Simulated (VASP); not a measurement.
# HfO2 (P2_1/c) in VASP: Born charges and dielectric tensor with LDA

Aim: the Born charges and dielectric tensor of HfO2 with LDA.

Everything below comes from runs of VASP 6.6.1. Logs are shortened: lines on timing, memory, paths and dates and some standing lists are left out, and cuts for length are marked.

**Experimental background.**

“Temperature dependence of self-trapped exciton luminescence in nanostructured hafnia powder”, 2021, arxiv:2112.02602 quotes, for a bulk crystal of HfO2: band gap 5.54 eV (indirect).

The runs below are set against these values where they give the same quantity.

### Step 1. The structure

The structure is monoclinic, space group P2_1/c (No. 14). The conventional cell has a = 5.094 Å, b = 5.151 Å, c = 5.276 Å, α = 90.00°, β = 99.56°, γ = 90.00°. Hf (site symmetry 1) is surrounded by 7 O at 2.03 to 2.24 Å. O (site symmetry 1) is surrounded by 4 Hf at 2.13 to 2.24 Å. O (site symmetry 1) is surrounded by 3 Hf at 2.03 to 2.13 Å.

The cell is a database's computed one.

### Step 2. Born charges and dielectric tensor, LDA

Contents of INCAR:

```
SYSTEM = HfO2
PREC = Accurate
ENCUT = 600
EDIFF = 1E-8
ISMEAR = 0
SIGMA = 0.02
LREAL = .False.
LASPH = .True.
NELM = 100
ALGO = Normal
ISIF = 2
LWAVE = .False.
LCHARG = .False.
GGA = CA
LEPSILON = .True.
IBRION = 8
NSW = 1
```

Contents of KPOINTS:

```
regular mesh
0
Gamma
  4 4 4
  0 0 0
```

Contents of POSCAR:

```
HfO2
1.0
    5.0941750100      0.0000000000      0.0000000000
    0.0000000000      5.1506447000      0.0000000000
   -0.8761689800      0.0000000000      5.2029535000
Hf O
4 8
Direct
    0.2761357800      0.4580646800      0.7079073300
    0.7238642200      0.9580646800      0.7920926700
    0.7238642200      0.5419353200      0.2920926700
    0.2761357800      0.0419353200      0.2079073300
    0.4479978200      0.7425259500      0.9785779900
    0.5520021800      0.2425259500      0.5214220100
    0.5520021800      0.2574740500      0.0214220100
    0.4479978200      0.7574740500      0.4785779900
    0.0683607800      0.3307588800      0.3462527800
    0.9316392200      0.8307588800      0.1537472200
    0.9316392200      0.6692411200      0.6537472200
    0.0683607800      0.1692411200      0.8462527800
```

Potentials or basis: VASP PAW LDA potentials, release 64 (Hf_pv, O).

Launch:

```bash
$ cat potpaw_LDA.64/Hf_pv/POTCAR potpaw_LDA.64/O/POTCAR > POTCAR
$ mpirun -np 1 vasp_std > vasp.out
```

OUTCAR:

```text
SYSTEM = HfO2
   PREC = Accurate
   ENCUT = 600
   EDIFF = 1E-8
   ISMEAR = 0
   LREAL = .False.
   LASPH = .True.
   NELM = 100
   ISIF = 2
   GGA = CA
   LEPSILON = .True.
   IBRION = 8
   NSW = 1

 ion  position               nearest neighbor table
   1  0.276  0.458  0.708-  12 2.03  11 2.04   9 2.13   5 2.13   6 2.15   8 2.23   7 2.24   3 3.30
                             4 3.40   4 3.40   2 3.42   2 3.42   3 3.44   3 3.54
   2  0.724  0.958  0.792-  11 2.03  12 2.04  10 2.13   6 2.13   5 2.15   7 2.23   8 2.24   4 3.30
                             3 3.40   3 3.40   1 3.42   1 3.42   4 3.44   4 3.54
   3  0.724  0.542  0.292-  10 2.03   9 2.04  11 2.13   7 2.13   8 2.15   6 2.23   5 2.24   1 3.30
                             2 3.40   2 3.40   4 3.42   4 3.42   1 3.44   1 3.54
   4  0.276  0.042  0.208-   9 2.03  10 2.04  12 2.13   8 2.13   7 2.15   5 2.23   6 2.24   2 3.30
                             1 3.40   1 3.40   3 3.42   3 3.42   2 3.44   2 3.54
   5  0.448  0.743  0.979-   1 2.13   2 2.15   4 2.23   3 2.24
   6  0.552  0.243  0.521-   2 2.13   1 2.15   3 2.23   4 2.24
   7  0.552  0.257  0.021-   3 2.13   4 2.15   2 2.23   1 2.24
   8  0.448  0.757  0.479-   4 2.13   3 2.15   1 2.23   2 2.24
   9  0.068  0.331  0.346-   4 2.03   3 2.04   1 2.13
  10  0.932  0.831  0.154-   3 2.03   4 2.04   2 2.13
  11  0.932  0.669  0.654-   2 2.03   1 2.04   3 2.13
  12  0.068  0.169  0.846-   1 2.03   2 2.04   4 2.13

  LATTYP: Found a simple monoclinic cell.
 ALAT       =     5.0941750100
 B/A-ratio  =     1.0110851492
 C/A-ratio  =     1.0357340465
[... 1734 lines left out ...]
  5X     0.904932    0.317363    0.071749    1.470591    0.549785   -1.119147    0.704024   -0.128985   -0.064354   -0.141064    0.194262    0.018206  -10.578921   -1.561344   -0.196910   -0.714705    0.277883   -0.176933   -0.697432    0.024926    0.171859   -0.592903   -0.077994   -1.248872    1.337020   -0.680292    0.202662    4.871805    1.122910    1.214595    1.727599   -0.279585    0.457736    1.709055    0.241070    0.669409
  5Y    -0.080089    2.379552    1.002136    0.589085    1.455013   -0.966587    0.081080    1.545914   -0.165697    0.481519   -0.540933    0.027103   -1.560229  -13.073676   -1.953978   -0.277055    0.530841    0.079466    0.020242    6.671217    0.053758    0.071095   -1.086832    0.185345   -0.723943    1.686675    1.595432    0.597762   -0.584064    0.420098    0.369625   -0.753039   -0.113814    0.430907    1.769332   -0.163263
  5Z     0.522727    1.630559    1.504109   -0.814327   -0.451193    2.810116   -0.512508    0.313713    0.810436    0.254953   -0.764952    1.182637   -0.194280   -1.957130  -13.075740   -0.177114   -0.074580    0.697231    0.169740    0.057755   -1.290051   -1.248949   -0.191003    6.198552    0.300581    0.610094    1.291956    1.317346    0.646467   -0.219395    0.608797    0.367476    1.043665   -0.226965   -0.187207   -0.953516
  6X     1.470591   -0.549785   -1.119147    0.904932   -0.317363    0.071749   -0.141064   -0.194262    0.018206    0.704024    0.128985   -0.064354   -0.714705   -0.277883   -0.176933  -10.578921    1.561344   -0.196910   -0.592903    0.077994   -1.248872   -0.697432   -0.024926    0.171859    4.871805   -1.122910    1.214595    1.337020    0.680292    0.202662    1.709055   -0.241070    0.669409    1.727599    0.279585    0.457736
  6Y    -0.589085    1.455013    0.966587    0.080089    2.379552   -1.002136   -0.481519   -0.540933   -0.027103   -0.081080    1.545914    0.165697    0.277055    0.530841   -0.079466    1.560229  -13.073676    1.953978   -0.071095   -1.086832   -0.185345   -0.020242    6.671217   -0.053758   -0.597762   -0.584064   -0.420098    0.723943    1.686675   -1.595432   -0.430907    1.769332    0.163263   -0.369625   -0.753039    0.113814
[... 5 lines left out ...]
  8Y    -0.481519   -0.540933   -0.027103   -0.081080    1.545914    0.165697   -0.589085    1.455013    0.966587    0.080089    2.379552   -1.002136   -0.071095   -1.086832   -0.185345   -0.020242    6.671217   -0.053758    0.277055    0.530841   -0.079466    1.560229  -13.073676    1.953978   -0.430907    1.769332    0.163263   -0.369625   -0.753039    0.113814   -0.597762   -0.584064   -0.420098    0.723943    1.686675   -1.595432
  8Z     0.254953    0.764952    1.182637   -0.512508   -0.313713    0.810436   -0.814327    0.451193    2.810116    0.522727   -1.630559    1.504109   -1.248949    0.191003    6.198552    0.169740   -0.057755   -1.290051   -0.177114    0.074580    0.697231   -0.194280    1.957130  -13.075740   -0.226965    0.187207   -0.953516    0.608797   -0.367476    1.043665    1.317346   -0.646467   -0.219395    0.300581   -0.610094    1.291956
  9X     1.778630   -0.526182    1.274773   -0.536570    0.648072   -0.334636    3.185768   -2.259356    0.471876    3.543608   -2.307889   -0.823001    1.335594   -0.720671    0.298302    4.871955   -0.601459    1.314754    1.729820    0.367624    0.612159    1.710683   -0.429181   -0.224049  -16.486658    8.354693   -1.095871   -0.980974   -1.096131    0.673675    0.306499   -1.344410   -1.499190   -0.458356   -0.085109   -0.668793
  9Y    -0.509653    2.390423    0.288708    0.012397   -0.928129   -0.207266   -2.467301    2.008076    0.055788   -2.907094    2.981902    1.020998   -0.678506    1.686066    0.608763   -1.122723   -0.589921   -0.645457   -0.278742   -0.757159    0.368718   -0.242756    1.767951    0.190462    8.357435  -13.754330   -3.996185    1.098295    3.772666    0.036169   -1.346559    1.770645    2.042007    0.085206   -0.348191    0.237294
  9Z     0.673952    0.185489    2.413701    0.117533   -0.223186   -0.922155    0.198614   -0.262261    2.467949   -0.945283    1.303353    1.404858    0.199777    1.593353    1.293474    1.215514   -0.419498   -0.218536    0.459941   -0.112551    1.040510    0.670951    0.163616   -0.956745   -1.096149   -3.995174  -11.947521    0.670374   -0.039881    0.463913   -1.496911    2.041425    0.945817   -0.668313   -0.234686    4.014735
 10X    -0.536570   -0.648072   -0.334636    1.778630    0.526182    1.274773    3.543608    2.307889   -0.823001    3.185768    2.259356    0.471876    4.871955    0.601459    1.314754    1.335594    0.720671    0.298302    1.710683    0.429181   -0.224049    1.729820   -0.367624    0.612159   -0.980974    1.096131    0.673675  -16.486658   -8.354693   -1.095871   -0.458356    0.085109   -0.668793    0.306499    1.344410   -1.499190
 10Y    -0.012397   -0.928129    0.207266    0.509653    2.390423   -0.288708    2.907094    2.981902   -1.020998    2.467301    2.008076   -0.055788    1.122723   -0.589921    0.645457    0.678506    1.686066   -0.608763    0.242756    1.767951   -0.190462    0.278742   -0.757159   -0.368718   -1.098295    3.772666   -0.036169   -8.357435  -13.754330    3.996185   -0.085206   -0.348191   -0.237294    1.346559    1.770645   -2.042007
 10Z     0.117533    0.223186   -0.922155    0.673952   -0.185489    2.413701   -0.945283   -1.303353    1.404858    0.198614    0.262261    2.467949    1.215514    0.419498   -0.218536    0.199777   -1.593353    1.293474    0.670951   -0.163616   -0.956745    0.459941    0.112551    1.040510    0.670374    0.039881    0.463913   -1.096149    3.995174  -11.947521   -0.668313    0.234686    4.014735   -1.496911   -2.041425    0.945817
 11X     3.185768   -2.259356    0.471876    3.543608   -2.307889   -0.823001    1.778630   -0.526182    1.274773   -0.536570    0.648072   -0.334636    1.729820    0.367624    0.612159    1.710683   -0.429181   -0.224049    1.335594   -0.720671    0.298302    4.871955   -0.601459    1.314754    0.306499   -1.344410   -1.499190   -0.458356   -0.085109   -0.668793  -16.486658    8.354693   -1.095871   -0.980974   -1.096131    0.673675
 11Y    -2.467301    2.008076    0.055788   -2.907094    2.981902    1.020998   -0.509653    2.390423    0.288708    0.012397   -0.928129   -0.207266   -0.278742   -0.757159    0.368718   -0.242756    1.767951    0.190462   -0.678506    1.686066    0.608763   -1.122723   -0.589921   -0.645457   -1.346559    1.770645    2.042007    0.085206   -0.348191    0.237294    8.357435  -13.754330   -3.996185    1.098295    3.772666    0.036169
 11Z     0.198614   -0.262261    2.467949   -0.945283    1.303353    1.404858    0.673952    0.185489    2.413701    0.117533   -0.223186   -0.922155    0.459941   -0.112551    1.040510    0.670951    0.163616   -0.956745    0.199777    1.593353    1.293474    1.215514   -0.419498   -0.218536   -1.496911    2.041425    0.945817   -0.668313   -0.234686    4.014735   -1.096149   -3.995174  -11.947521    0.670374   -0.039881    0.463913
 12X     3.543608    2.307889   -0.823001    3.185768    2.259356    0.471876   -0.536570   -0.648072   -0.334636    1.778630    0.526182    1.274773    1.710683    0.429181   -0.224049    1.729820   -0.367624    0.612159    4.871955    0.601459    1.314754    1.335594    0.720671    0.298302   -0.458356    0.085109   -0.668793    0.306499    1.344410   -1.499190   -0.980974    1.096131    0.673675  -16.486658   -8.354693   -1.095871
 12Y     2.907094    2.981902   -1.020998    2.467301    2.008076   -0.055788   -0.012397   -0.928129    0.207266    0.509653    2.390423   -0.288708    0.242756    1.767951   -0.190462    0.278742   -0.757159   -0.368718    1.122723   -0.589921    0.645457    0.678506    1.686066   -0.608763   -0.085206   -0.348191   -0.237294    1.346559    1.770645   -2.042007   -1.098295    3.772666   -0.036169   -8.357435  -13.754330    3.996185
 12Z    -0.945283   -1.303353    1.404858    0.198614    0.262261    2.467949    0.117533    0.223186   -0.922155    0.673952   -0.185489    2.413701    0.670951   -0.163616   -0.956745    0.459941    0.112551    1.040510    1.215514    0.419498   -0.218536    0.199777   -1.593353    1.293474   -0.668313    0.234686    4.014735   -1.496911   -2.041425    0.945817    0.670374    0.039881    0.463913   -1.096149    3.995174  -11.947521

 Eigenvectors and eigenvalues of the dynamical matrix
   1 f  =   22.726453 THz   142.794518 2PiTHz  758.072888 cm-1    93.989017 meV
   2 f  =   21.518553 THz   135.205058 2PiTHz  717.781679 cm-1    88.993546 meV
   3 f  =   19.520134 THz   122.648621 2PiTHz  651.121592 cm-1    80.728752 meV
   4 f  =   19.123466 THz   120.156283 2PiTHz  637.890174 cm-1    79.088266 meV
   5 f  =   18.369671 THz   115.420045 2PiTHz  612.746261 cm-1    75.970820 meV
   6 f  =   17.659038 THz   110.955008 2PiTHz  589.042104 cm-1    73.031880 meV
[... 25 lines left out ...]
  32 f  =    3.833384 THz    24.085865 2PiTHz  127.867943 cm-1    15.853597 meV
  33 f  =    3.640298 THz    22.872666 2PiTHz  121.427265 cm-1    15.055055 meV
  34 f/i=    0.002607 THz     0.016382 2PiTHz    0.086969 cm-1     0.010783 meV
  35 f/i=    0.004113 THz     0.025842 2PiTHz    0.137193 cm-1     0.017010 meV
  36 f/i=    0.006224 THz     0.039105 2PiTHz    0.207604 cm-1     0.025740 meV

 MACROSCOPIC STATIC DIELECTRIC TENSOR IONIC CONTRIBUTION
 ------------------------------------------------------
          15.911288     0.000000     1.515366
           0.000000    14.105203    -0.000000
           1.515366    -0.000000    10.988215
 ------------------------------------------------------

 ELASTIC MODULI CONTR FROM IONIC RELAXATION (kBar)
 Direction    XX          YY          ZZ          XY          YZ          ZX
 --------------------------------------------------------------------------------
 XX        -870.1829    -29.0424   -367.3690     -0.0000      0.0000    -84.6279
 YY         -29.0424   -241.8136    133.4431      0.0000      0.0000    -38.9436
 ZZ        -367.3690    133.4431  -1027.2998     -0.0000     -0.0000    -15.7840
 XY          -0.0000      0.0000     -0.0000   -392.9250     77.3535      0.0000
 YZ           0.0000      0.0000     -0.0000     77.3535   -221.7104      0.0000
 ZX         -84.6279    -38.9436    -15.7840      0.0000      0.0000   -196.9594
 --------------------------------------------------------------------------------

 PIEZOELECTRIC TENSOR IONIC CONTR  for field in x, y, z        (C/m^2)
          XX          YY          ZZ          XY          YZ          ZX
  --------------------------------------------------------------------------------
  x     0.00000    -0.00000     0.00000     0.00000    -0.00000     0.00000
  y    -0.00000     0.00000    -0.00000    -0.00000     0.00000     0.00000
  z    -0.00000     0.00000    -0.00000     0.00000    -0.00000     0.00000
```

Run time: 1.5 h. Hardware: 1 thread of Intel Xeon 6975P-C (Granite Rapids), shared host; peak memory 0.9 GiB.

Results:

```yaml
Band_gap_on_the_k_mesh: 3.90 eV, indirect (least direct gap 3.99 eV)
Electronic_dielectric_tensor_diagonal: 5.01, 5.01, 4.71
Born_charges_mean_of_the_diagonal: Hf +5.14; O -2.54, -2.59 e
Highest_phonon_frequency_at_Γ_LO-TO_splitting_left_out: 758 cm⁻¹
```

Levels at points of the mesh, in eV from the valence-band top:
| k point | band 40 | band 41 | band 42 | band 43 | band 44 | band 45 | band 46 | band 47 | band 48 | band 49 |
| --- | --- | --- | --- | --- | --- | --- | --- | --- | --- | --- |
| (0.00, 0.00, 0.00) | -1.03 | -0.58 | -0.57 | -0.22 | 0.00 | 4.38 | 4.94 | 5.06 | 5.41 | 5.62 |
| (0.50, 0.00, 0.00) | -0.92 | -0.77 | -0.61 | -0.48 | -0.09 | 3.90 | 4.98 | 5.06 | 5.07 | 5.76 |
| (0.00, 0.50, 0.00) | -1.14 | -0.87 | -0.87 | -0.46 | -0.46 | 4.88 | 4.88 | 5.47 | 5.47 | 5.85 |
| (0.50, 0.50, 0.00) | -1.48 | -0.98 | -0.98 | -0.63 | -0.63 | 4.61 | 4.61 | 5.11 | 5.11 | 6.02 |
| (0.00, 0.00, 0.50) | -1.08 | -0.86 | -0.86 | -0.53 | -0.53 | 4.63 | 4.63 | 5.10 | 5.10 | 6.03 |
| (0.50, 0.00, 0.50) | -1.31 | -1.03 | -1.03 | -0.54 | -0.54 | 4.23 | 4.23 | 5.43 | 5.43 | 5.62 |
| (0.00, 0.50, 0.50) | -0.98 | -0.96 | -0.96 | -0.69 | -0.69 | 4.83 | 4.83 | 5.00 | 5.00 | 5.76 |
| (0.50, 0.50, 0.50) | -1.28 | -1.09 | -1.09 | -0.77 | -0.77 | 4.38 | 4.38 | 5.11 | 5.11 | 5.59 |

Phonon frequencies in cm⁻¹ (negative: imaginary):
```
              q point                                                                                                                                frequencies
(0.000, 0.000, 0.000)  0 0 0 121 128 128 129 149 162 179 226 237 243 250 257 306 313 325 330 333 370 377 384 397 482 492 497 502 532 556 589 613 638 651 718 758
```

Electronic dielectric tensor:
```
5.01 0.00 0.13
0.00 5.01 0.00
0.13 0.00 4.71
```

Born effective charge tensors (e):
atom 1, Hf
```
 5.33  0.36  0.21
 0.17  5.30 -0.18
 0.22 -0.34  4.79
```
atom 2, Hf
```
 5.33 -0.36  0.21
-0.17  5.30  0.18
 0.22  0.34  4.79
```
atom 3, Hf
```
 5.33  0.36  0.21
 0.17  5.30 -0.18
 0.22 -0.34  4.79
```
atom 4, Hf
```
 5.33 -0.36  0.21
-0.17  5.30  0.18
 0.22  0.34  4.79
```
atom 5, O
```
-2.39 -0.13  0.01
-0.20 -2.71 -0.36
-0.04 -0.43 -2.53
```
atom 6, O
```
-2.39  0.13  0.01
 0.20 -2.71  0.36
-0.04  0.43 -2.53
```
atom 7, O
```
-2.39 -0.13  0.01
-0.20 -2.71 -0.36
-0.04 -0.43 -2.53
```
atom 8, O
```
-2.39  0.13  0.01
 0.20 -2.71  0.36
-0.04  0.43 -2.53
```
atom 9, O
```
-2.94  1.06 -0.22
 1.29 -2.59 -0.67
-0.18 -0.68 -2.25
```
atom 10, O
```
-2.94 -1.06 -0.22
-1.29 -2.59  0.67
-0.18  0.68 -2.25
```
atom 11, O
```
-2.94  1.06 -0.22
 1.29 -2.59 -0.67
-0.18 -0.68 -2.25
```
atom 12, O
```
-2.94 -1.06 -0.22
-1.29 -2.59  0.67
-0.18  0.68 -2.25
```

Caveat: spin-orbit coupling is left out, which moves the levels of the heavy elements.

### Step 3. How close it comes

Step 2. Measured gap of HfO2: 5.54 eV (indirect; quoted in “Temperature dependence of self-trapped exciton luminescence in nanostructured hafnia powder”, 2021, arxiv:2112.02602). This calculation gives 3.90 eV (-1.64 eV). Spin-orbit coupling on Hf is left out. The value is that of LDA on a finite k mesh, which can miss the band edges, without temperature or zero-point motion. Semilocal functionals fall short of measured gaps as a rule. The cell is a database's relaxed one, not the measured one, which moves gaps too.
